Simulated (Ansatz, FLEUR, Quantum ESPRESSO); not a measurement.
**One calculation of TiC, 3 ways**

```
Ti C
1.0
     0.00000    2.16572    2.16572
     2.16572    0.00000    2.16572
     2.16572    2.16572    0.00000
Ti C
1 1
Direct
  0.00000 0.00000 0.00000
  0.50000 0.50000 0.50000
```

The cell is a database's computed one, not the measured one.

Alike in all runs: task equation of state; functional PBEsol; k mesh 11 × 11 × 11; occupations fermi-dirac, width 0.05 eV; no spin polarisation; no spin-orbit coupling.

| program and potentials | plane-wave cutoff (eV) | notes | equilibrium volume (Å³/atom) | bulk modulus (GPa) |
| --- | --- | --- | --- | --- |
| Quantum ESPRESSO, PseudoDojo 0.4.1 SR PBEsol standard | 1143 | - | ? | ? |
| FLEUR, all-electron, FLAPW | - | - | 9.89 | 267.9 |
| Ansatz, all-electron LAPW, scalar-relativistic | - | - | 9.89 | 267.9 |

Task: Estimate from the other rows what the run with Quantum ESPRESSO, PseudoDojo 0.4.1 SR PBEsol standard gave.

Result: Equilibrium volume 9.90 Å³/atom; bulk modulus 267.9 GPa. The other rows, which needn't bracket it: equilibrium volume 9.89; bulk modulus 267.9.
